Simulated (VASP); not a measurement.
A run of VASP 6.6.1 is set up as follows.

The input INCAR:

```
  PREC = Accurate
  ENCUT = 600
  EDIFF = 1E-6
  ISMEAR = 0
  SIGMA = 0.03
  LREAL = False
  LASPH = True
  NELM = 80
  ALGO = Normal
  ISIF = 3
  LWAVE = False
  LCHARG = False
  GGA = PE
  IVDW = 12
  IBRION = 2
  NSW = 90
  EDIFFG = -0.01
  LATTICE_CONSTRAINTS = .TRUE. .TRUE. .FALSE.
  KPAR = 8
```

KPOINTS

```
regular mesh
0
Gamma
  12 12 1
```

Contents of POSCAR:

```
WSe2
1.0
    3.2900000000      0.0000000000      0.0000000000
   -1.6450000000      2.8492235800      0.0000000000
    0.0000000000      0.0000000000     40.8012600000
Se W
8 4
Direct
    0.3333333300      0.6666666700      0.2205814200
    0.3333333300      0.6666666700      0.3025950700
    0.6666666700      0.3333333300      0.3795225900
    0.6666666700      0.3333333300      0.4615362400
    0.3333333300      0.6666666700      0.5384637600
    0.3333333300      0.6666666700      0.6204774100
    0.6666666700      0.3333333300      0.6974049300
    0.6666666700      0.3333333300      0.7794185800
    0.6666666700      0.3333333300      0.2615882500
    0.3333333300      0.6666666700      0.4205294200
    0.6666666700      0.3333333300      0.5794705800
    0.3333333300      0.6666666700      0.7384117500
```

Potentials or basis: VASP PAW PBE potentials, release 64 (Se, W_sv).

Command:

```bash
$ cat potpaw_PBE.64/Se/POTCAR potpaw_PBE.64/W_sv/POTCAR > POTCAR
$ mpirun -np 8 vasp_std > vasp.out
```

Q: Estimate the dispersion energy per atom.

A: -0.439 eV.

Q: What does it give for the relaxed volume?

A: 31.73 Å³/atom.

Q: Predict the band gap on the k mesh.

A: 1.02 eV, indirect (least direct gap 1.58 eV).

Q: Estimate the space group after relaxing (to 0.05 Å).

A: P-3m1 (No. 164).

Final structure:
```yaml
crystal:
  lattice:
    - [3.28271, 0.00000, 0.00000]
    - [-1.64136, 2.84291, 0.00000]
    - [0.00000, 0.00000, 40.80126]
  atoms:
    - { symbol: Se, position: [0.33333, 0.66667, 0.22349] }
    - { symbol: Se, position: [0.33333, 0.66667, 0.30617] }
    - { symbol: Se, position: [0.66667, 0.33333, 0.38017] }
    - { symbol: Se, position: [0.66667, 0.33333, 0.46281] }
    - { symbol: Se, position: [0.33333, 0.66667, 0.53719] }
    - { symbol: Se, position: [0.33333, 0.66667, 0.61983] }
    - { symbol: Se, position: [0.66667, 0.33333, 0.69383] }
    - { symbol: Se, position: [0.66667, 0.33333, 0.77651] }
    - { symbol: W, position: [0.66667, 0.33333, 0.26484] }
    - { symbol: W, position: [0.33333, 0.66667, 0.42149] }
    - { symbol: W, position: [0.66667, 0.33333, 0.57851] }
    - { symbol: W, position: [0.33333, 0.66667, 0.73516] }
```

Caveat: spin-orbit coupling is left out, which moves the levels of the heavy elements.
